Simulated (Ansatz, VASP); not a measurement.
# MgO in VASP and in Ansatz

```
Mg O
1.0
     3.02616    0.00000    0.00000
    -1.51308    2.62073    0.00000
     0.00000    0.00000    2.59929
Mg O
1 1
Direct
  0.00000 0.00000 0.00000
  0.33333 0.66667 0.50000
```

Change from the starting cell: strain +0.030 along x and y, -0.030 along z, atoms carried along.

Alike in both runs: task single point; functional PBE; k mesh 9 × 9 × 8; occupations gaussian, width 0.05 eV; no spin polarisation.

|  | VASP | Ansatz |
| --- | --- | --- |
| version | VASP 6.6.1 | Ansatz 0.2.0 |
| potentials or method | VASP PAW PBE potentials, release 64 (Mg, O) | scalar-relativistic, plane waves, PAW |
| plane-wave cutoff (eV) | 520 | 420 |
| valence electrons in the cell | 8 | 16 |

|  | VASP | Ansatz | Ansatz less VASP |
| --- | --- | --- | --- |
| gap on the k mesh at the Fermi level (eV) | 2.36 | 2.38 | +0.022 |
| least direct gap on the mesh (eV) | 2.65 | 2.67 | +0.019 |
| pressure (GPa) | -2.8 | -2.1 | +0.62 |
| largest component of the traceless stress (GPa) | 19.88 | 19.85 | -0.026 |

With one functional, cell and mesh, what is left measures potentials, basis and numerics. The two sets of potentials don't hold the same shells in valence.

Caveats: an odd mesh through Γ misses points on the zone boundary, where band edges often lie.
